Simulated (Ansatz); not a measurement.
From the elastic tensor of BN at 18 GPa (stress–strain coefficients) to moduli and sound speeds

Theory: Ansatz 0.2.0, DFT PBE, scalar-relativistic, plane waves, PAW. Plane waves to 420 eV; Γ-centred k mesh 12×12×12; fixed occupations. No spin polarisation.

Symmetry: F-43m, No. 216, cubic system. Conventional cell: a = 3.571 Å, b = 3.571 Å, c = 3.571 Å, α = 90.00°, β = 90.00°, γ = 90.00°. B (site symmetry -43m) has 4 N at 1.55 Å as nearest neighbours. N (site symmetry -43m) is surrounded by 4 B at 1.55 Å.

Relaxed-ion constants (GPa, on the Cartesian axes of the calculation):
```
861.0 224.7 224.7   0.0   0.0   0.0
224.7 861.0 224.7   0.0   0.0   0.0
224.7 224.7 861.0   0.0   0.0   0.0
  0.0   0.0   0.0 490.5   0.0   0.0
  0.0   0.0   0.0   0.0 490.5   0.0
  0.0   0.0   0.0   0.0   0.0 490.5
```

Density 3.619 g/cm³; 2 atoms in 11.39 Å³.

The values that follow are for a polycrystal of randomly turned grains, by Hill's mean where one number stands.

With S = C⁻¹: B_V = (C11+C22+C33+2(C12+C13+C23))/9, G_V = (C11+C22+C33−C12−C13−C23+3(C44+C55+C66))/15, 1/B_R = S11+S22+S33+2(S12+S13+S23), 15/G_R = 4(S11+S22+S33−S12−S13−S23)+3(S44+S55+S66); Hill is their mean. Then v_l = √((B+4G/3)/ρ), v_t = √(G/ρ), v_m = [(2/v_t³+1/v_l³)/3]^(−1/3) and Θ = (ħ/k_B)·v_m·(6π²n/V)^(1/3) for n atoms in the volume V; E = 9BG/(3B+G), ν = (3B−2G)/(2(3B+G)) and A^U = 5G_V/G_R + B_V/B_R − 6.

| Property | Result |
| --- | --- |
| Bulk modulus, Voigt / Reuss / Hill | 436.8 / 436.8 / 436.8 GPa |
| Shear modulus, Voigt / Reuss / Hill | 421.6 / 403.2 / 412.4 GPa |
| Young's modulus | 941 GPa |
| Poisson ratio | 0.141 |
| Pugh ratio B/G | 1.06 |
| Universal anisotropy index | 0.23 |
| Longitudinal and transverse sound speeds | 16510 and 10674 m/s |
| Debye temperature from the mean sound speed | 1953 K |

Cost: 1 run of about 0.67 core-minutes, on Intel Xeon Platinum 8259CL (Skylake/Cascade Lake) (shared hosts).

Compressed cubic BN resists shear almost as strongly as it resists a change of volume, with a Hill shear modulus of 412.4 GPa against a bulk modulus of 436.8 GPa. This reflects the tetrahedral sp³ network: shear must bend the bond angles of short, strongly directional B–N bonds, which costs far more than it would under purely central forces. C44 (490.5 GPa) lying far above C12 (224.7 GPa) shows the same non-central bonding, and the low Poisson ratio follows from it. The high sound speeds and Debye temperature combine this stiffness with the light masses of both atoms.

The anisotropy is moderate but real. Because C44 exceeds half the difference between C11 and C12, Young's modulus is largest along ⟨111⟩, the bond directions, and smallest along ⟨100⟩. The tensor meets the cubic criteria for elastic stability at this pressure, which says nothing about the enthalpy relative to other BN polymorphs. Nor do the large moduli by themselves establish hardness or strength, which depend on plastic flow and fracture.
